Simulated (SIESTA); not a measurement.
TiC:

```
CELL_PARAMETERS angstrom
0.00000 2.16572 2.16572
2.16572 0.00000 2.16572
2.16572 2.16572 0.00000
ATOMIC_POSITIONS crystal
Ti 0.00000 0.00000 0.00000
C 0.50000 0.50000 0.50000
```

The cell is a database's computed one.

Base run:

```yaml
Program: SIESTA 5.4.2
Functional: PBEsol
Potentials_or_basis: PseudoDojo 0.4 standard (PBEsol files)
Basis: DZP (energy shift 0.003 Ry; two zetas on semicore shells)
Grid_cutoff: 800 Ry
Energy_shift: 0.003 Ry
k_mesh: 11 × 11 × 11
Occupations: fermi-dirac, width 0.05 eV
Spin: no spin polarisation
```

Its results: band gap on the k mesh none (metal or under the smearing width); pressure -5.4 GPa.

Task: After a change of settings the same cell gave: band gap on the k mesh none (metal or under the smearing width); pressure -11.1 GPa. Which change was it?
A. functional from PBEsol to BLYP; potentials or basis from PseudoDojo 0.4 standard (PBEsol files) to PseudoDojo 0.4 standard (PBE files)
B. functional from PBEsol to vdW-DF-cx; potentials or basis from PseudoDojo 0.4 standard (PBEsol files) to PseudoDojo 0.4 standard (PBE files)
C. functional from PBEsol to PBE; potentials or basis from PseudoDojo 0.4 standard (PBEsol files) to PseudoDojo 0.4 standard (PBE files)
D. functional from PBEsol to LDA; potentials or basis from PseudoDojo 0.4 standard (PBEsol files) to PseudoDojo 0.4 standard (LDA files)

Result: D.

Caveats: the basis of atomic orbitals isn't converged, which shifts pressures, moduli and gaps.

Not every run made on this cell is shown here.
